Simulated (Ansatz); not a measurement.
# PtS2 (P-3m1) in Ansatz: band structure with r2SCAN0

Aim: the band structure of PtS2 with r2SCAN0.

Everything below comes from runs of Ansatz 0.2.0. Logs are shortened: lines on timing, memory, paths and dates and some standing lists are left out, and cuts for length are marked.

### 1 The structure

Symmetry: P-3m1, No. 164, trigonal system. The conventional cell has a = 3.543 Å, b = 3.543 Å, c = 5.039 Å, α = 90.00°, β = 90.00°, γ = 120.00°. Around Pt (site symmetry -3m) lie 6 S at 2.34 Å. S (site symmetry 3m) has 3 Pt at 2.34 Å as nearest neighbours.

### 2 Band structure, r2SCAN0

File input.yaml:

```yaml
crystal:
  lattice:
    - [3.5432, 0.0, 0.0]
    - [-1.7716, 3.0685012107, 0.0]
    - [0.0, 0.0, 5.0388]
  atoms:
    - { symbol: Pt, position: [0.0, 0.0, 0.0] }
    - { symbol: S, position: [0.6666666667, 0.3333333333, 0.773] }
    - { symbol: S, position: [0.3333333333, 0.6666666667, 0.227] }
hamiltonian:
  xc: r2scan0
  pseudopotentials: { kind: paw }
kpoints:
  mp_grid: { grid: [5, 5, 3] }
  band_path:
    path:
      - [[0.0, 0.0, 0.0], [0.5, 0.0, 0.0], [0.3333333333, 0.3333333333, 0.0], [0.0, 0.0, 0.0], [0.0, 0.0, 0.5], [0.5, 0.0, 0.5], [0.3333333333, 0.3333333333, 0.5], [0.0, 0.0, 0.5]]
      - [[0.5, 0.0, 0.5], [0.5, 0.0, 0.0]]
      - [[0.3333333333, 0.3333333333, 0.0], [0.3333333333, 0.3333333333, 0.5]]
    npoints: 4
scf:
  occupations: { method: fermi_dirac, width: 0.05 }
  n_extra_bands: 7
output:
  forces: true
  stress: true
  eigenvalues: true
  fatbands: false
```

Potentials or basis: Ansatz PAW.

Command:

```sh
$ ansatz run input.yaml --threads 2 --pin off --max-ram 5632MiB --backend cpu --events-out ev --progress --plain --runs-dir out
```

Standard output:

```text
Warning: output.stress: scf.convergence.dr2_threshold = 1e-7 eV (the SCF's general default) is looser than the 3e-10 eV advised for a printed stress (1e-10 eV for each atom of the cell: 3). What an SCF threshold leaves in a stress goes as its square root, and in the free energy as the threshold itself, and one threshold admits the most on a small cell: of the crystals measured, under no hybrid functional and no lock of the moments, on runs that ended without the residual-converged pass, on stresses that held no estimate of that error, the worst erred by over 100 MPa in a component at 1e-7 eV an atom and by under 5 at 1e-10. Set scf.convergence.dr2_threshold to 3e-10 eV or tighter. The threshold is an SCF's pass mark: one that does not reach it within its budget of iterations ends unconverged, or closes short of it on a stop that the run arms, and scf.convergence.dr2_threshold's page says what that costs each kind of run
Warning: output.stress: scf.exx.energy_threshold = 1e-6 eV is looser than the 3e-8 eV advised for a stress under a hybrid functional (1e-8 eV for each atom of the cell: 3). Every SCF of the exchange loop can meet its threshold on dr2 while the loop round them stops early: no threshold on dr2 bounds what that leaves in the stress. Set scf.exx.energy_threshold to 3e-8 eV or tighter. The threshold is the loop's pass mark: a loop that does not reach it within its budget of cycles ends unconverged, and scf.exx.energy_threshold's page has the law
Warning: RAYON_NUM_THREADS=2 ignored (pool sized by the plan → 2); use --threads N
scf.n_extra_bands = 7 over 15 filled bands (N_el = 30.0): the run solves 22 bands
Engine: ansatz 0.2.0, aarch64-unknown-linux-gnu
Pseudopotentials: kind: paw
Pseudopotential: Pt, paw, valence charge 18, recommended cutoff 500 eV (meta_gga), Pt.paw.azcp
Pseudopotential: S, paw, valence charge 6, recommended cutoff 500 eV (meta_gga), S.paw.azcp
Functional definition: r2SCAN0
  parameter a = 0.25
  parameter k0 = 0.174
  parameter k1 = 0.065
  parameter a1 = 4.9479
  exchange = (1 - a)*r2scan_x(k0 = k0, k1 = k1, a1 = a1) + a*exact_x
  correlation = r2scan_c
Crystal: 3 atoms, lattice volume = 54.783 Å³
Basis set: ecut = 500 eV, 1411 PW (Γ), exchange–correlation on 108×108×160 points (64 copies of the dense FFT grid, shifted against one another)
Bands: 22, of which v1, the nominal top of the filled ones, is band 15 counted from 1 (14 counted from 0)
Symmetry: 12 space group operations
Space group: P-3m1 (ITA 164), of the structure as read, at distance tolerance 3.8e-5 Å
k-points: 12 of 75
Non-local potential: Pt, projectors of the file, l = 0: 3, l = 1: 2, l = 2: 2, l = 3: 1
Non-local potential: S, projectors of the file, l = 0: 2, l = 1: 2, l = 2: 2
PAW form: soft (Blöchl's): semilocal exchange-correlation on the pseudo side does not see the compensation charge
PAW frozen core: Pt, regenerated for the run's functional, and the local potential with it (the file was generated under x = pbe(κ = 0.804, μ = 0.2195149727645171), c = pbe(β = 0.06672455060314922))
PAW frozen core: S, regenerated for the run's functional, and the local potential with it (the file was generated under x = pbe(κ = 0.804, μ = 0.2195149727645171), c = pbe(β = 0.06672455060314922))
PAW one-centre angular grid: Pt, 590 points (default); XC on 160 Gauss nodes
PAW one-centre angular grid: S, 302 points (default); XC on 160 Gauss nodes
Initial density: superposition of atomic densities (neutral atoms: chi_scale 0, normalization atom), corrected by the library's trained network
Initial wavefunctions: pseudopotential atomic-orbital guess
Functional: x = r2scan, c = r2scan; τ floored in thin density (d = 2e-4 eV/Å³), warm-up for x = 0.75 r2scan + 0.25 exact, c = r2scan; τ floored in thin density (d = 2e-4 eV/Å³)
SCF iter   1: F=—  HF=-14349.600588 eV  |F-HF|=—  |Δ(HF+E_count)|=         —  Δρ=7.62e-3  dr2=2.29e-2  dr2_τ=8.72e-2  ethr=1.77e-3  ⟨swp⟩=10.8  Hψ=1302  notcnv=0
preconditioner: auto → none  [insulator: Δε(μ)=1.434 eV  Ē_g=12.777 eV  σ=0.050 eV  W_gap=1.00  n_scr=20 (ndim 8)  ℏωp=23.5 eV  f_vac=0.021  D(μ)=0.00/eV (n_scr^D=0)]
SCF iter   2: F=—  HF=-14349.644868 eV  |F-HF|=—  |Δ(HF+E_count)|=   4.43e-2  Δρ=6.87e-3  dr2=2.71e-2  dr2_τ=3.59e-3  ethr=7.65e-5  ⟨swp⟩=4.5  Hψ=772  notcnv=0  defer=2
iter 3 solved again at ethr=7.38e-6 eV; its pass at ethr=7.65e-5 eV (dr2=2.22e-3 eV) is discarded
SCF iter   3: F=—  HF=-14349.640723 eV  |F-HF|=—  |Δ(HF+E_count)|=   4.15e-3  Δρ=3.01e-3  dr2=2.22e-3  dr2_τ=2.73e-4  ethr=7.38e-6  ⟨swp⟩=2.0  Hψ=1021  notcnv=0
SCF iter   4: F=-14349.641187 eV  HF=-14349.641174 eV  |F-HF|=1.32e-5  |Δ(HF+E_count)|=   4.51e-4  Δρ=5.46e-4  dr2=6.06e-5  dr2_τ=1.33e-5  ethr=7.38e-6  ⟨swp⟩=2.0  Hψ=444  notcnv=0
SCF 1 stopped early in 4 iterations: F = -14349.641187 eV  dr2 = 6.06e-5
Initial density: handed on by an earlier stage of this run
Initial wavefunctions: those handed on with the density
Functional: x = 0.75 r2scan + 0.25 exact, c = r2scan; τ floored in thin density (d = 2e-4 eV/Å³)
Frozen-core exchange: fock
SCF iter   1: F=—  HF=-14345.668214 eV  |F-HF|=—  |Δ(HF+E_count)|=         —  Δρ=5.93e-3  dr2=7.56e-3  dr2_τ=1.67e-3  ethr=2.02e-6  ⟨swp⟩=6.7  Hψ=1227  notcnv=0
preconditioner: auto → none  [insulator: Δε(μ)=2.616 eV  Ē_g=14.993 eV  σ=0.050 eV  W_gap=1.00  n_scr=20 (ndim 8)  ℏωp=23.5 eV  f_vac=0.022  D(μ)=0.00/eV (n_scr^D=0)]
SCF iter   2: F=—  HF=-14345.665613 eV  |F-HF|=—  |Δ(HF+E_count)|=   2.60e-3  Δρ=1.52e-3  dr2=2.89e-3  dr2_τ=9.96e-5  ethr=2.02e-6  ⟨swp⟩=3.0  Hψ=624  notcnv=0
SCF iter   3: F=—  HF=-14345.678667 eV  |F-HF|=—  |Δ(HF+E_count)|=   1.31e-2  Δρ=1.87e-3  dr2=9.27e-4  dr2_τ=9.79e-5  ethr=2.02e-6  ⟨swp⟩=4.0  Hψ=664  notcnv=0
SCF iter   4: F=—  HF=-14345.678497 eV  |F-HF|=—  |Δ(HF+E_count)|=   1.70e-4  Δρ=4.28e-4  dr2=2.37e-4  dr2_τ=7.28e-6  ethr=2.02e-6  ⟨swp⟩=2.0  Hψ=448  notcnv=0
SCF iter   5: F=—  HF=-14345.679202 eV  |F-HF|=—  |Δ(HF+E_count)|=   7.05e-4  Δρ=4.80e-4  dr2=1.25e-4  dr2_τ=7.93e-6  ethr=2.23e-7  ⟨swp⟩=4.0  Hψ=635  notcnv=0
SCF iter   6: F=—  HF=-14345.679177 eV  |F-HF|=—  |Δ(HF+E_count)|=   2.53e-5  Δρ=4.80e-5  dr2=9.23e-6  dr2_τ=1.04e-7  ethr=2.23e-7  ⟨swp⟩=3.0  Hψ=519  notcnv=0
SCF iter   7: F=-14345.679216 eV  HF=-14345.679217 eV  |F-HF|=1.02e-6  |Δ(HF+E_count)|=   4.03e-5  Δρ=8.92e-5  dr2=2.42e-6  dr2_τ=1.62e-7  ethr=3.98e-9  ⟨swp⟩=4.1  Hψ=846  notcnv=0
SCF 2 stopped early in 7 iterations: F = -14345.679216 eV  dr2 = 2.42e-6
  Residual-converged pass: ⟨swp⟩=3.0  Hψ=579  notcnv=0  max |occ|·‖R‖ = 6.1e-6 eV (tolerance 6.7e-6 eV)  dr2=2.42e-6  dr2_τ=1.62e-7  dr2_onsite=7.40e-8  max |Δocc| = 3.7e-19
hybrid outer 1: dexx = +1.712e-2 eV, tail = 2.71e-5 eV
Frozen-core exchange: fock
SCF iter   1: F=—  HF=-14345.679297 eV  |F-HF|=—  |Δ(HF+E_count)|=         —  Δρ=7.07e-5  dr2=9.44e-7  dr2_τ=3.72e-7  ethr=4.52e-7  ⟨swp⟩=3.9  Hψ=626  notcnv=0
preconditioner: auto → none  [insulator: Δε(μ)=2.687 eV  Ē_g=15.016 eV  σ=0.050 eV  W_gap=1.00  n_scr=20 (ndim 8)  ℏωp=23.5 eV  f_vac=0.022  D(μ)=0.00/eV (n_scr^D=0)]
SCF iter   2: F=—  HF=-14345.679297 eV  |F-HF|=—  |Δ(HF+E_count)|=   1.19e-7  Δρ=2.14e-5  dr2=1.03e-7  dr2_τ=2.02e-8  ethr=2.87e-9  ⟨swp⟩=3.0  Hψ=552  notcnv=0
Mixer restart at iter 2: flushing history
SCF iter   3: F=—  HF=-14345.679298 eV  |F-HF|=—  |Δ(HF+E_count)|=   2.64e-7  Δρ=3.44e-6  dr2=4.33e-9  dr2_τ=1.07e-9  ethr=1.12e-10  ⟨swp⟩=4.0  Hψ=717  notcnv=0  defer=1
SCF iter   4: F=-14345.679298 eV  HF=-14345.679298 eV  |F-HF|=1.49e-10  |Δ(HF+E_count)|=   8.64e-9  Δρ=1.74e-6  dr2=5.75e-10  dr2_τ=6.07e-11  ethr=6.51e-12  ⟨swp⟩=3.8  Hψ=655  notcnv=0  defer=1
SCF 3 converged in 4 iterations: F = -14345.679298 eV  dr2 = 5.75e-10
  Residual-converged pass: ⟨swp⟩=3.0  Hψ=532  notcnv=0  max |occ|·‖R‖ = 5.4e-7 eV (tolerance 5.4e-7 eV)  dr2=5.77e-10  dr2_τ=6.21e-11  dr2_onsite=5.65e-11  max |Δocc| = 1.1e-21
hybrid outer 2: dexx = +5.136e-7 eV, tail = 1.89e-8 eV, Δε = 1.77e-3 eV (about 5.01e-5 eV left of the loop's levels), ΔF = 3.03e-3 eV/Å (tail 6.27e-4)
NSCF: frozen V_eff on 39 k-points
hybrid SCF converged: 2 outer / 11 inner (+4 warm-up), last move |dexx| = 5.14e-7 eV, tail = 1.89e-8 eV
Stability not checked: this state was not tested for a lower state beside it, because the functional holds exact exchange (a hybrid, or Hartree-Fock), whose exchange loop this test does not read (fock_operator; see scf.lower_state_search)
Free energy (F): -14345.679298 eV
Frozen-core exchange: fock
Harris-Foulkes:  -14345.679298 eV  (|F-HF|=1.49e-10)
Internal energy: -14345.679298 eV  (E = F + TS)
E sigma→0 (E₀):  -14345.679298 eV
Fermi energy:    11.282845 eV
--- Per-component energies (eV) ---
  E_band       = -407.483391
  E_kinetic    = 853.044060
  E_local      = -3137.285526  (includes V_loc(G=0)·N_el)
  E_nonlocal   = 256.550382
  E_hartree    = 1242.983067
  E_xc         = -336.837365
  E_vxc        = -403.640466  (∫ρ·V_xc dr)
  E_exx        = -99.006549  (= α·E_x^exact, valence–valence)
  E_paw        = -10692.405225  (= ΣΔE_a)
  E_vpaw       = -284.932071  (= ΣTr[D̂ρ^β])
  E_aug_tail   = 0.000151  (compensation charges beyond the density's cutoff)
  E_vtau       = 20.826847  (kinetic-family band-sum trace: ∫τ·v_τ [+ j·A + Jᵃ·Aᵃ] dr)
  E_ewald      = -2430.204375
  E_core_change = -2.517918  (= ΣΔE_core)
  E_smearing   = -0.000000  (= −TS)
  E_closure    = 0.000000  (closes the sum)
  Σ components = -14345.679298   (vs F -14345.679298, Δ=0.00e0)
--- Forces (eV/Å), atoms counted from 1 ---
  atom   1  Pt    -0.00000000     0.00000000     0.00000000
  atom   2  S      0.00000000    -0.00000000    -0.89691269
  atom   3  S     -0.00000000     0.00000000     0.89691269
  max |Σ_I F_I| component: 2.22e-16 eV/Å
--- Stress (GPa, compression-positive) ---
        4.792491       0.000000       0.000000
        0.000000       4.792491       0.000000
        0.000000       0.000000       7.401822
  P = ⅓ Tr σ = 5.6623 GPa (56.623 kbar)
--- Band table (eV; the first three rows and the last of 12) ---
  k-point 0: bands = ["-95.5703", "-48.0552", "-48.0552", "-47.8770", "-7.6340", "-3.9743", "1.9078", "1.9684", "1.9684", "4.9854", "4.9854", "7.5254", "8.7774", "8.7774", "10.0001", "14.0275", "14.0275", "16.5483", "17.8862", "19.9775", "19.9775", "24.4258"]
  k-point 1: bands = ["-95.5703", "-48.0554", "-48.0554", "-47.8769", "-7.4053", "-4.5725", "1.9858", "1.9858", "2.8623", "4.9649", "4.9649", "7.3669", "8.6253", "8.6253", "9.0129", "14.4515", "14.4515", "17.0530", "19.1785", "19.7161", "19.7161", "22.3135"]
  k-point 2: bands = ["-95.5701", "-48.0635", "-48.0569", "-47.8747", "-7.0483", "-4.3337", "2.2808", "2.3737", "2.5743", "4.3456", "4.6876", "6.5290", "8.1838", "8.4577", "9.7292", "12.9694", "13.8995", "17.6917", "19.4282", "20.3153", "21.4326", "21.7866"]
  k-point 11: bands = ["-95.5698", "-48.0762", "-48.0653", "-47.8702", "-5.2550", "-4.9825", "1.6450", "2.6448", "3.5657", "4.5002", "4.9212", "5.5890", "6.0588", "7.3477", "8.0355", "13.2265", "13.9703", "18.2117", "19.3050", "20.6209", "21.3917", "22.1943"]
```

Wall time 2.1 min (2 threads of Arm Neoverse V2, shared host); peak memory 1 GiB.

What came out:

- Free energy: -14345.6793 eV
- Pressure: 5.7 GPa
- Largest force: 0.897 eV/Å
- Band gap on the k mesh: 2.69 eV, indirect (least direct gap 2.98 eV)
- Band gap along the path: 2.47 eV, indirect (least direct gap 3.19 eV)

Forces on the atoms (eV/Å):
```
Pt   0.000  0.000  0.000
S    0.000  0.000 -0.897
S    0.000  0.000  0.897
```

Levels at the corners of the path, in eV from the valence-band top:
| point | band 13 | band 14 | band 15 | band 16 | band 17 | band 18 |
| --- | --- | --- | --- | --- | --- | --- |
| Γ | -1.26 | -1.26 | -0.04 | 3.99 | 3.99 | 6.51 |
| M | -3.88 | -3.43 | -2.85 | 3.34 | 4.54 | 7.40 |
| K | -3.00 | -2.05 | -2.05 | 2.50 | 2.50 | 7.62 |
| Γ | -1.26 | -1.26 | -0.04 | 3.99 | 3.99 | 6.51 |
| A | -1.46 | -1.46 | -1.32 | 4.57 | 4.57 | 7.31 |
| L | -3.52 | -3.43 | -1.58 | 3.64 | 4.02 | 7.36 |
| H | -4.00 | -2.60 | -2.60 | 3.86 | 3.86 | 9.56 |
| A | -1.46 | -1.46 | -1.32 | 4.57 | 4.57 | 7.31 |
| L | -3.52 | -3.43 | -1.58 | 3.64 | 4.02 | 7.36 |
| M | -3.88 | -3.43 | -2.85 | 3.34 | 4.54 | 7.40 |
| K | -3.00 | -2.05 | -2.05 | 2.50 | 2.50 | 7.62 |
| H | -4.00 | -2.60 | -2.60 | 3.86 | 3.86 | 9.56 |

Caveat: the k mesh misses the band edges, so the gap on the mesh is wider than the one along the path; spin-orbit coupling is left out, which moves the levels of the heavy elements; the PAW data sets come from PBE, with cores solved anew for the run's functional, which leaves a small shift of forces and pressure; the thresholds are loose for stress.
